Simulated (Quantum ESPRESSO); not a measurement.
**Mg in Quantum ESPRESSO: convergence with smearing width**

Input of the first run (smearing width 0.5 eV); the others differ in this setting and in those tied to it:

The input pw.in:

```
&CONTROL
  calculation = 'scf'
  prefix = 'pwscf'
  outdir = './tmp'
  pseudo_dir = './pseudo'
  tprnfor = .true.
  tstress = .true.
  disk_io = 'nowf'
/
&SYSTEM
  ibrav = 0
  nat = 2
  ntyp = 1
  ecutwfc = 36
  ecutrho = 216
  nbnd = 16
  occupations = 'smearing'
  smearing = 'mv'
  degauss = 0.03674932
/
&ELECTRONS
  conv_thr = 4d-10
  electron_maxstep = 120
  mixing_beta = 0.5
/
ATOMIC_SPECIES
Mg    24.3050 Mg.LDA_PW-JTH.UPF
CELL_PARAMETERS angstrom
   3.2093000000    0.0000000000    0.0000000000
  -1.6046500000    2.7793353284    0.0000000000
   0.0000000000    0.0000000000    5.2103000000
ATOMIC_POSITIONS crystal
Mg     0.6666666667    0.3333333333    0.7500000000
Mg     0.3333333333    0.6666666667    0.2500000000
K_POINTS automatic
10 10 5 0 0 0
```

Potentials or basis: JTH 2.0 LDA.

Command:

```bash
$ OMP_NUM_THREADS=1 pw.x -in pw.in > pw.out
```

Hardware: 1 thread of Arm Neoverse V1 (shared host).

Problem. The values tried are 0.5 eV, 0.3 eV, 0.2 eV, 0.136 eV, 0.1 eV, 0.05 eV, 0.025 eV, 0.01 eV, loosest first. From which on does the energy stay within 1 meV/atom of the tightest run that finished?

Solution. From 0.1 eV on.

| smearing width | energy less the tightest run, at zero smearing (meV/atom) | pressure (GPa) | SCF cycles | CPU time (s) | peak memory (GiB) |
| --- | --- | --- | --- | --- | --- |
| 0.5 eV | -9.65 | -2.94 | 6 | 7.5 | 0.05 |
| 0.3 eV | -4.80 | -2.92 | 6 | 7.5 | 0.05 |
| 0.2 eV | -2.36 | -2.91 | 6 | 7.5 | 0.05 |
| 0.136 eV | -1.17 | -2.90 | 6 | 7.5 | 0.05 |
| 0.1 eV | -0.67 | -2.90 | 6 | 7.5 | 0.05 |
| 0.05 eV | -0.12 | -2.90 | 6 | 7.5 | 0.05 |
| 0.025 eV | 0.00 | -2.92 | 6 | 7.4 | 0.05 |
| 0.01 eV | 0.00 | -2.98 | 6 | 7.4 | 0.05 |

Against the tightest run, the pressure stays within 0.1 GPa from 0.5 eV on. Narrower smearing needs a denser k mesh, so at a fixed mesh the narrowest width isn't the most accurate. The tightest run that finished is the yardstick and may itself not be fully converged.

Caveat, for the tightest run too: the cutoff is low for these files, which shifts pressure and relaxed volume.
